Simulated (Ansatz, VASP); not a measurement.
## AlN in VASP and in Ansatz

The input INCAR:

```
PREC = Accurate
ENCUT = 520
EDIFF = 1E-6
ISMEAR = 0
SIGMA = 0.01
LREAL = False
LASPH = True
NELM = 80
ALGO = Normal
ISIF = 2
LWAVE = False
LCHARG = False
GGA = CA
NBANDS = 16
```

The input KPOINTS:

```
regular mesh
0
Gamma
  12 12 6
```

Contents of POSCAR:

```
AlN
1.0
    3.1066945035      0.0000000000      0.0000000000
   -1.5533472517      2.6904763619      0.0000000000
    0.0000000000      0.0000000000      4.9785885504
Al N
2 2
Direct
    0.3333333333      0.6666666667     -0.0007956040
    0.6666666667      0.3333333333      0.4992043960
    0.3333333333      0.6666666667      0.3807956040
    0.6666666667      0.3333333333      0.8807956040
```

Input for Ansatz:

```yaml
crystal:
  lattice:
    - [3.1066945035, 0.0, 0.0]
    - [-1.5533472517, 2.6904763619, 0.0]
    - [0.0, 0.0, 4.9785885504]
  atoms:
    - { symbol: Al, position: [0.3333333333, 0.6666666667, -0.000795604] }
    - { symbol: Al, position: [0.6666666667, 0.3333333333, 0.499204396] }
    - { symbol: "N", position: [0.3333333333, 0.6666666667, 0.380795604] }
    - { symbol: "N", position: [0.6666666667, 0.3333333333, 0.880795604] }
kpoints:
  mp_grid: { grid: [12, 12, 6] }
hamiltonian:
  xc: lda
scf:
  occupations: { method: fixed }
output:
  optics: { e_range: [0, 18], de: 0.05, sigma: 0.1 }
```

Alike in both runs: task single point; functional LDA; k mesh 12 × 12 × 6; no spin polarisation.

|  | VASP | Ansatz |
| --- | --- | --- |
| version | VASP 6.6.1 | Ansatz 0.2.0 |
| potentials or method | VASP PAW LDA potentials, release 64 (Al, N) | plane waves, PAW |
| plane-wave cutoff (eV) | 520 | 420 |
| occupations | gaussian, width 0.01 eV | fixed |
| valence electrons in the cell | 16 | 16 |

Ansatz gave:

```
gap on the k mesh at the Fermi level (eV) : 4.26
```

Q: Which values does VASP return?

A: gap on the k mesh at the Fermi level (eV): 4.27.

A k mesh can miss the band edges. LDA gaps usually lie below the measured ones, often by a third to a half.
